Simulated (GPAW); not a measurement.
# SiO2 (P4_2/mnm) in GPAW: a series of runs

Aim: see how the results for SiO2 move with the level of theory and the settings. Levels: PBEsol, PBEsol+D3, PBEsol+D3(BJ). Tasks: relaxation of cell and atoms.

Program: GPAW 26.7.0. These are calculated values, not measurements. Logs are shortened: lines on timing, memory, paths and dates and some standing lists are left out, and cuts for length are marked. The log counts tension as positive stress, the text compression.

## (1) The crystal as given

Symmetry: P4_2/mnm, No. 136, tetragonal system. Conventional cell: a = 4.233 Å, b = 4.233 Å, c = 2.693 Å, α = 90.00°, β = 90.00°, γ = 90.00°. Si (site symmetry mmm) has 6 O at 1.78 to 1.84 Å as nearest neighbours. O (site symmetry m2m) has 3 Si at 1.78 to 1.84 Å as nearest neighbours.

The cell comes from a database or a generator and needn't be the stable form of this composition.

## (2) Relaxation of cell and atoms, PBEsol

File run.py:

```python
from ase import Atoms
from ase.filters import FrechetCellFilter
from ase.io import write
from ase.optimize import BFGS
from gpaw import GPAW, PW, setup_paths

setup_paths.insert(0, '.')

atoms = Atoms(['Si', 'Si', 'O', 'O', 'O', 'O'],
              cell=[[4.233169, 0.0, 0.0],
                    [0.0, 4.233169, 0.0],
                    [0.0, 0.0, 2.693495]],
              scaled_positions=[[0.0, 0.0, 0.0],
                                [0.5, 0.5, 0.5],
                                [0.806839, 0.193161, 0.5],
                                [0.306839, 0.306839, 0.0],
                                [0.193161, 0.806839, 0.5],
                                [0.693161, 0.693161, 0.0]],
              pbc=True)

calc = GPAW(mode=PW(800),
            xc='PBEsol',
            kpts={'size': (5, 5, 7), 'gamma': True},
            occupations={'name': 'fermi-dirac', 'width': 0.05},
            nbands=30,
            convergence={'density': 1e-05, 'forces': 0.0001},
            maxiter=150,
            txt='gpaw.txt')
atoms.calc = calc
opt = BFGS(FrechetCellFilter(atoms), trajectory='relax.traj', logfile='-')
done = opt.run(fmax=0.02, steps=60)
calc.write('gs.gpw')
write('result.traj', atoms)
print('Converged:', done)
print('Cell:', atoms.cell.cellpar().round(4))
print('Volume:', round(atoms.get_volume(), 4))
print(atoms.get_scaled_positions().round(5))
```

Potentials or basis: PAW data sets generated in the run's folder for this functional, pw.

Run with:

```bash
gpaw-setup -f PBEsol O Si
OMP_NUM_THREADS=1 python run.py
```

gpaw.txt:

```text
__  _  _
 | _ |_)|_||  |
 |__||  | ||/\| - 26.7.0

Input parameters:
  mode=PW(ecut=800.0),
  convergence={'density': 1e-05, 'forces': 0.0001},
  kpts=MonkhorstPack(size=(5, 5, 7), gamma=True),
  maxiter=150,
  nbands=30,
  occupations=Occupations(name='fermi-dirac', width=0.05),
  xc=XC(name='PBEsol')

Diagonalizing LCAO Hamiltonian
Converting LCAO to pw mode
    .---------.
   /|         |
  / |O        |
 *  .--Si-----.
 | /      O  /
 |/  O      /
 Si--------*

Atoms  # Å, Bohr magnetons
|   | symbol |        x |        y |        z |    initial magnetic moments |
|---|--------|----------|----------|----------|-----------------------------|
| 0 |     Si | 0.000000 | 0.000000 | 0.000000 | ( 0.0000,  0.0000,  0.0000) |
| 1 |     Si | 2.116585 | 2.116585 | 1.346747 | ( 0.0000,  0.0000,  0.0000) |
| 2 |      O | 3.415486 | 0.817683 | 1.346747 | ( 0.0000,  0.0000,  0.0000) |
| 3 |      O | 1.298901 | 1.298901 | 0.000000 | ( 0.0000,  0.0000,  0.0000) |
| 4 |      O | 0.817683 | 3.415486 | 1.346747 | ( 0.0000,  0.0000,  0.0000) |
| 5 |      O | 2.934268 | 2.934268 | 0.000000 | ( 0.0000,  0.0000,  0.0000) |

Unit cell  # Å
| periodic |        x |        y |        z |  lengths |    angles |
|----------|----------|----------|----------|----------|-----------|
|      yes | 4.233169 | 0.000000 | 0.000000 | 4.233169 | 90.000000 |
|      yes | 0.000000 | 4.233169 | 0.000000 | 4.233169 | 90.000000 |
|      yes | 0.000000 | 0.000000 | 2.693495 | 2.693495 | 90.000000 |

Number of symmetries: 8
Symmetry operations  # r_c * U_cc + t_c -> r_c
|   | kind |            matrix            |
|---|------|------------------------------|
| 0 |  E   |  1, 0, 0,  0, 1, 0,  0, 0, 1 |
| 1 |  σ   |  1, 0, 0,  0, 1, 0,  0, 0,-1 |
| 2 |  σ   |  0, 1, 0,  1, 0, 0,  0, 0, 1 |
| 3 |  C2  |  0, 1, 0,  1, 0, 0,  0, 0,-1 |
| 4 |  σ   |  0,-1, 0, -1, 0, 0,  0, 0, 1 |
| 5 |  C2  |  0,-1, 0, -1, 0, 0,  0, 0,-1 |
| 6 |  C2  | -1, 0, 0,  0,-1, 0,  0, 0, 1 |
| 7 |  i   | -1, 0, 0,  0,-1, 0,  0, 0,-1 |
[... 190 lines left out ...]
Gap: 5.016 eV
Transition (v -> c):
  (s=0, k=0, n=15, [0.00, 0.00, 0.00]) -> (s=0, k=0, n=16, [0.00, 0.00, 0.00])
No difference between direct/indirect transitions

Stress tensor  # eV/Ang^3
|         x |         y |        z |
|-----------|-----------|----------|
|  0.019469 | -0.000000 | 0.000000 |
| -0.000000 |  0.019469 | 0.000000 |
|  0.000000 |  0.000000 | 0.013703 |

Forces  # eV/Ang
|        x |        y |       z |
|----------|----------|---------|
|  0.00000 |  0.00000 | 0.00000 |  # Si   0
|  0.00000 |  0.00000 | 0.00000 |  # Si   1
| -0.04223 |  0.04223 | 0.00000 |  # O    2
| -0.04223 | -0.04223 | 0.00000 |  # O    3
|  0.04223 | -0.04223 | 0.00000 |  # O    4
|  0.04223 |  0.04223 | 0.00000 |  # O    5
[... 9 lines left out ...]
Atoms  # Å, Bohr magnetons
|   | symbol |        x |        y |        z |    initial magnetic moments |
[... 1215 lines left out ...]
|  0.00000 |  0.00000 | 0.00000 |  # Si   0
|  0.00000 |  0.00000 | 0.00000 |  # Si   1
| -0.01087 |  0.01087 | 0.00000 |  # O    2
| -0.01086 | -0.01086 | 0.00000 |  # O    3
|  0.01087 | -0.01087 | 0.00000 |  # O    4
|  0.01086 |  0.01086 | 0.00000 |  # O    5

Interpolating wave functions to new cell

            O
              Si
                O
           O
       Si

Atoms  # Å, Bohr magnetons
|   | symbol |         x |        y |         z |    initial magnetic moments |
|---|--------|-----------|----------|-----------|-----------------------------|
| 0 |     Si | -0.000000 | 0.000000 |  0.000000 | ( 0.0000,  0.0000,  0.0000) |
| 1 |     Si |  2.105095 | 2.105095 |  1.345532 | ( 0.0000,  0.0000,  0.0000) |
| 2 |      O |  3.393785 | 0.816405 |  1.345532 | ( 0.0000,  0.0000,  0.0000) |
| 3 |      O |  1.288691 | 1.288691 | -0.000000 | ( 0.0000,  0.0000,  0.0000) |
| 4 |      O |  0.816405 | 3.393785 |  1.345532 | ( 0.0000,  0.0000,  0.0000) |
| 5 |      O |  2.921500 | 2.921500 | -0.000000 | ( 0.0000,  0.0000,  0.0000) |
[... 207 lines left out ...]
Gap: 5.173 eV
Transition (v -> c):
  (s=0, k=0, n=15, [0.00, 0.00, 0.00]) -> (s=0, k=0, n=16, [0.00, 0.00, 0.00])
No difference between direct/indirect transitions

Stress tensor  # eV/Ang^3
|         x |         y |         z |
|-----------|-----------|-----------|
| -0.000747 | -0.000000 |  0.000000 |
| -0.000000 | -0.000747 | -0.000000 |
|  0.000000 | -0.000000 | -0.002663 |

Forces  # eV/Ang
|        x |        y |        z |
|----------|----------|----------|
|  0.00000 |  0.00000 |  0.00000 |  # Si   0
|  0.00000 |  0.00000 |  0.00000 |  # Si   1
| -0.01808 |  0.01808 | -0.00000 |  # O    2
| -0.01810 | -0.01810 |  0.00000 |  # O    3
|  0.01808 | -0.01808 |  0.00000 |  # O    4
|  0.01810 |  0.01810 | -0.00000 |  # O    5

Interpolating wave functions to new cell

            O
              Si
                O
           O
       Si

Atoms  # Å, Bohr magnetons
|   | symbol |         x |        y |         z |    initial magnetic moments |
|---|--------|-----------|----------|-----------|-----------------------------|
| 0 |     Si | -0.000000 | 0.000000 |  0.000000 | ( 0.0000,  0.0000,  0.0000) |
| 1 |     Si |  2.104661 | 2.104661 |  1.346279 | ( 0.0000,  0.0000,  0.0000) |
| 2 |      O |  3.392744 | 0.816577 |  1.346279 | ( 0.0000,  0.0000,  0.0000) |
| 3 |      O |  1.288084 | 1.288084 | -0.000000 | ( 0.0000,  0.0000,  0.0000) |
| 4 |      O |  0.816577 | 3.392744 |  1.346279 | ( 0.0000,  0.0000,  0.0000) |
| 5 |      O |  2.921237 | 2.921237 | -0.000000 | ( 0.0000,  0.0000,  0.0000) |
[... 153 lines left out ...]
SCF iterations
|iter     | |      energy | eigst |  dens |force |
|---------|-|-------------|-------|-------|------|
|iter:   1| |  -49.500109 | -3.43 |       |      |
|iter:   2| |  -49.500062 | -6.40 | -2.81 |      |
|iter:   3| |  -49.499849c| -4.89 | -2.84 |      |
|iter:   4| |  -49.499866c| -6.55 | -3.52 |      |
|iter:   5| |  -49.499870c| -7.97c| -3.99 |      |
|iter:   6| |  -49.499870c| -7.60c| -4.52 |      |
|iter:   7| |  -49.499870c| -8.71c| -5.26c|      |
|iter:   8| |  -49.499870c| -9.71c| -5.82c|-3.87 |
|iter:   9| |  -49.499870c|-10.85c| -6.67c|-4.79c|

Converged in 9 steps
Energy contributions relative to reference atoms: (reference = -23879.261166)

Energy contributions:
  Kinetic:          43.992884
  Coulomb:         -38.431329
  Zero:              0.832230
  External:          0.000000
  Xc:              -55.893655
  Entropy:           0.000000
  Spinorbit:         0.000000
  ----------------------------
  Free energy:     -49.499870
  Extrapolated:    -49.499870
[... 28 lines left out ...]
Gap: 5.165 eV
Transition (v -> c):
  (s=0, k=0, n=15, [0.00, 0.00, 0.00]) -> (s=0, k=0, n=16, [0.00, 0.00, 0.00])
No difference between direct/indirect transitions

Stress tensor  # eV/Ang^3
|         x |         y |         z |
|-----------|-----------|-----------|
| -0.000596 | -0.000000 |  0.000000 |
| -0.000000 | -0.000596 | -0.000000 |
|  0.000000 | -0.000000 | -0.000647 |

Forces  # eV/Ang
|        x |        y |        z |
|----------|----------|----------|
|  0.00000 |  0.00000 |  0.00000 |  # Si   0
|  0.00000 |  0.00000 |  0.00000 |  # Si   1
| -0.00941 |  0.00941 | -0.00000 |  # O    2
| -0.00943 | -0.00943 |  0.00000 |  # O    3
|  0.00941 | -0.00941 |  0.00000 |  # O    4
|  0.00943 |  0.00943 | -0.00000 |  # O    5

# Writing to gs.gpw (mode='')
```

It took 9.5 min on 1 thread of Intel Xeon at 2.50GHz (Skylake/Cascade Lake), shared host; peak memory 0.32 GiB.

What came out:

- Free energy: -49.4999 eV
- Relaxed volume: 7.95 Å³/atom
- Relaxed cell: a = 4.209 Å, b = 4.209 Å, c = 2.693 Å, α = 90.00°, β = 90.00°, γ = 90.00°
- Space group after relaxing (to 0.05 Å): P4_2/mnm (No. 136)
- Energy gained by relaxing: 0.9 meV/atom
- Ionic steps: 8
- Pressure after relaxing: 0.1 GPa
- Largest force after relaxing: 0.013 eV/Å
- Band gap on the k mesh: 5.16 eV, direct

Forces on the atoms (eV/Å):
```
Si   0.000  0.000  0.000
Si   0.000  0.000  0.000
O   -0.009  0.009  0.000
O   -0.009 -0.009  0.000
O    0.009 -0.009  0.000
O    0.009  0.009  0.000
```

The path:
| step | energy change (eV) | largest force (eV/Å) | pressure (GPa) | volume (Å³) |
| --- | --- | --- | --- | --- |
| 1 | 0.0000 | 0.0597 | -2.81 | 48.27 |
| 2 | -0.0009 | 0.0409 | -2.59 | 48.22 |
| 3 | -0.0044 | 0.0652 | -0.53 | 47.81 |
| 4 | -0.0046 | 0.0441 | -0.23 | 47.77 |
| 5 | -0.0048 | 0.0097 | 0.24 | 47.71 |
| 6 | -0.0049 | 0.0154 | 0.26 | 47.71 |
| 7 | -0.0051 | 0.0256 | 0.22 | 47.70 |
| 8 | -0.0052 | 0.0133 | 0.10 | 47.71 |

Final structure:
```xyz
6
Lattice="4.2093 0.0000 0.0000 0.0000 4.2093 0.0000 0.0000 0.0000 2.6926" Properties=species:S:1:pos:R:3 pbc="T T T"
Si    0.0000    0.0000    0.0000
Si    2.1047    2.1047    1.3463
O     3.3927    0.8166    1.3463
O     1.2881    1.2881    0.0000
O     0.8166    3.3927    1.3463
O     2.9212    2.9212    0.0000
```

Levels at points of the mesh, in eV from the valence-band top:
```
           k point  band 13  band 14  band 15  band 16  band 17  band 18  band 19  band 20
(0.00, 0.00, 0.00)    -2.48    -0.84    -0.84     0.00     5.16     6.40     8.16     8.16
```

Caveat: later steps reuse the first step's grids. A hybrid or GW would open this gap; PBEsol tends to underestimate it.

## (3) Relaxation of cell and atoms, PBEsol+D3

run.py: that of step 2 with these lines changed.

```diff
@@ -1,2 +1,3 @@
 from ase import Atoms
+from ase.calculators.mixing import SumCalculator
 from ase.filters import FrechetCellFilter
@@ -4,2 +5,3 @@
 from ase.optimize import BFGS
+from dftd3.ase import DFTD3
 from gpaw import GPAW, PW, setup_paths
@@ -28,3 +30,3 @@
             txt='gpaw.txt')
-atoms.calc = calc
+atoms.calc = SumCalculator([calc, DFTD3(method='pbesol', damping='d3zero')])
 opt = BFGS(FrechetCellFilter(atoms), trajectory='relax.traj', logfile='-')
```

Potentials or basis: PAW data sets generated in the run's folder for this functional, pw.

Run with:

```bash
gpaw-setup -f PBEsol O Si
OMP_NUM_THREADS=1 python run.py
```

Run time: 9.7 min. Hardware: 1 thread of Intel Xeon at 2.50GHz (Skylake/Cascade Lake), shared host; peak memory 0.39 GiB.

The run converged. Its results:

* Free energy: -50.2195 eV
* Relaxed volume: 7.89 Å³/atom
* Relaxed cell: a = 4.195 Å, b = 4.195 Å, c = 2.688 Å, α = 90.00°, β = 90.00°, γ = 90.00°
* Space group after relaxing (to 0.05 Å): P4_2/mnm (No. 136)
* Energy gained by relaxing: 2.6 meV/atom
* Ionic steps: 8
* Pressure after relaxing: 0.1 GPa
* Largest force after relaxing: 0.019 eV/Å
* Band gap on the k mesh: 5.29 eV, direct
* Dispersion energy per atom: -0.121 eV

Forces on the atoms (eV/Å):
```
Si   0.000  0.000  0.000
Si   0.000  0.000  0.000
O   -0.014  0.014  0.000
O   -0.014 -0.014  0.000
O    0.014 -0.014  0.000
O    0.014  0.014  0.000
```

The path:
| step | energy change (eV) | largest force (eV/Å) | pressure (GPa) | volume (Å³) |
| --- | --- | --- | --- | --- |
| 1 | 0.0000 | 0.0642 | -5.14 | 48.27 |
| 2 | -0.0028 | 0.0492 | -4.67 | 48.18 |
| 3 | -0.0143 | 0.0541 | -0.08 | 47.37 |
| 4 | -0.0146 | 0.0284 | -0.04 | 47.37 |
| 5 | -0.0150 | 0.0333 | 0.24 | 47.34 |
| 6 | -0.0152 | 0.0435 | 0.27 | 47.33 |
| 7 | -0.0157 | 0.0426 | 0.23 | 47.31 |
| 8 | -0.0158 | 0.0193 | 0.10 | 47.32 |

Final structure:
```
Si O
1.0
     4.19519    0.00000    0.00000
     0.00000    4.19519    0.00000
     0.00000    0.00000    2.68848
Si O
2 4
Direct
  0.00000 0.00000 0.00000
  0.50000 0.50000 0.50000
  0.80568 0.19432 0.50000
  0.30568 0.30568 0.00000
  0.19432 0.80568 0.50000
  0.69432 0.69432 0.00000
```

Levels at points of the mesh, in eV from the valence-band top:
```tsv
k point	band 13	band 14	band 15	band 16	band 17	band 18	band 19	band 20
(0.00, 0.00, 0.00)	-2.48	-0.85	-0.85	0.00	5.29	6.42	8.20	8.20
```

Caveat: later steps reuse the first step's grids. Expect the measured gap to be larger: semilocal functionals such as PBEsol lack the derivative discontinuity.

## (4) Relaxation of cell and atoms, PBEsol+D3(BJ)

run.py: that of step 3 with these lines changed.

```diff
@@ -30,3 +30,3 @@
             txt='gpaw.txt')
-atoms.calc = SumCalculator([calc, DFTD3(method='pbesol', damping='d3zero')])
+atoms.calc = SumCalculator([calc, DFTD3(method='pbesol', damping='d3bj')])
 opt = BFGS(FrechetCellFilter(atoms), trajectory='relax.traj', logfile='-')
```

Run with:

```bash
gpaw-setup -f PBEsol O Si
OMP_NUM_THREADS=1 python run.py
```

Wall time 10 min (1 thread of Intel Xeon at 2.50GHz (Skylake/Cascade Lake), shared host); peak memory 0.34 GiB.

The run converged. Its results:

```yaml
Free_energy: -50.5753 eV
Relaxed_volume: 7.85 Å³/atom
Relaxed_cell: a = 4.188 Å, b = 4.188 Å, c = 2.686 Å, α = 90.00°, β = 90.00°, γ = 90.00°
Space_group_after_relaxing_to_0.05_Å: P4_2/mnm (No. 136)
Energy_gained_by_relaxing: 3.9 meV/atom
Ionic_steps: 8
Pressure_after_relaxing: 0.1 GPa
Largest_force_after_relaxing: 0.017 eV/Å
Band_gap_on_the_k_mesh: 5.36 eV, direct
Dispersion_energy_per_atom: -0.181 eV
```

Forces in eV/Å, atoms in the order of the input:
```
Si   0.000  0.000  0.000
Si   0.000  0.000  0.000
O   -0.012  0.012  0.000
O   -0.012 -0.012  0.000
O    0.012 -0.012  0.000
O    0.012  0.012  0.000
```

Stress tensor (GPa, compression positive):
```
0.12 0.00 0.00
0.00 0.12 0.00
0.00 0.00 0.03
```

Step by step:
```tsv
step	energy change (eV)	largest force (eV/Å)	pressure (GPa)	volume (Å³)
1	0.0000	0.0582	-6.34	48.27
2	-0.0042	0.0490	-5.74	48.16
3	-0.0215	0.0280	0.17	47.15
4	-0.0217	0.0126	0.05	47.17
5	-0.0225	0.0414	-0.06	47.19
6	-0.0228	0.0566	0.01	47.17
7	-0.0231	0.0441	0.11	47.13
8	-0.0232	0.0169	0.09	47.12
```

Final structure:
```cif
data_structure
_symmetry_space_group_name_H-M 'P 1'
_symmetry_Int_Tables_number 1
_cell_length_a 4.1883
_cell_length_b 4.1883
_cell_length_c 2.6860
_cell_angle_alpha 90.000
_cell_angle_beta 90.000
_cell_angle_gamma 90.000
_cell_volume 47.12
loop_
_atom_site_label
_atom_site_type_symbol
_atom_site_fract_x
_atom_site_fract_y
_atom_site_fract_z
_atom_site_occupancy
Si1 Si 0.00000 0.00000 0.00000 1
Si2 Si 0.50000 0.50000 0.50000 1
O1 O 0.80554 0.19446 0.50000 1
O2 O 0.30554 0.30554 0.00000 1
O3 O 0.19446 0.80554 0.50000 1
O4 O 0.69446 0.69446 0.00000 1
```

Levels at points of the mesh, in eV from the valence-band top:
| k point | band 12 | band 13 | band 14 | band 15 | band 16 | band 17 | band 18 | band 19 | band 20 | band 21 |
| --- | --- | --- | --- | --- | --- | --- | --- | --- | --- | --- |
| (0.00, 0.00, 0.00) | -3.14 | -2.48 | -0.85 | -0.85 | 0.00 | 5.36 | 6.42 | 8.22 | 8.22 | 10.82 |

Caveat: later steps reuse the first step's grids.

## (5) Overview

| level | gap on the mesh (eV) | pressure (GPa) | relaxed volume (Å³/atom) | largest force (eV/Å) |
| --- | --- | --- | --- | --- |
| PBEsol | 5.16 | 0.1 | 7.95 | 0.01 |
| PBEsol+D3 | 5.29 | 0.1 | 7.89 | 0.02 |
| PBEsol+D3(BJ) | 5.36 | 0.1 | 7.85 | 0.02 |

Alike in all rows: task relaxation of cell and atoms; potentials or basis PAW data sets generated in the run's folder for this functional, pw; no spin polarisation; cell relaxed; k mesh 5 × 5 × 7; cutoff (eV) 800; smearing fermi-dirac 0.05 eV.

Caveats: later steps reuse the first step's grids.

Absolute energies hang on the potentials; compare differences alone.
